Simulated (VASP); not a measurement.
**CsH (strained zincblende): one r²SCAN single-point calculation in two programs**

```
CELL_PARAMETERS angstrom
-0.05336 3.44181 3.44181
3.44181 -0.05336 3.44181
3.44181 3.44181 -0.05336
ATOMIC_POSITIONS crystal
Cs 0.99848 0.99848 0.99848
H 0.25152 0.25152 0.25152
```

Each program uses its own PAW datasets. VASP's cell holds 10 valence electrons and Ansatz's 10. Ansatz's stress includes a Pulay correction; VASP's doesn't.

Cutoffs: 520 eV in VASP, 500 eV in Ansatz. k meshes: 6×6×6 and 6×6×6.

```csv
,VASP,Ansatz
gap between bands v and c,3.12 eV,3.13 eV
least direct gap,3.16 eV,3.17 eV
pressure,0.2 GPa,0.2 GPa
```

Band v is the last that the valence electrons fill when counted band by band, and c is the next. Levels in eV from the top of v, Ansatz:

```tsv
point	v−1	v	c	c+1
Γ	-8.03	-1.04	4.46	5.53
X	-8.16	-0.04	3.13	4.69
K	-8.13	-0.03	3.62	4.56
L	-8.07	-0.28	3.93	5.43
W	-8.17	0.00	3.78	4.62
```

VASP:

| point | v−1 | v | c | c+1 |
| --- | --- | --- | --- | --- |
| Γ | -8.02 | -1.04 | 4.51 | 5.53 |
| X | -8.16 | -0.04 | 3.12 | 4.70 |
| K | -8.13 | -0.03 | 3.62 | 4.56 |
| L | -8.07 | -0.28 | 3.93 | 5.43 |
| W | -8.17 | 0.00 | 3.78 | 4.62 |
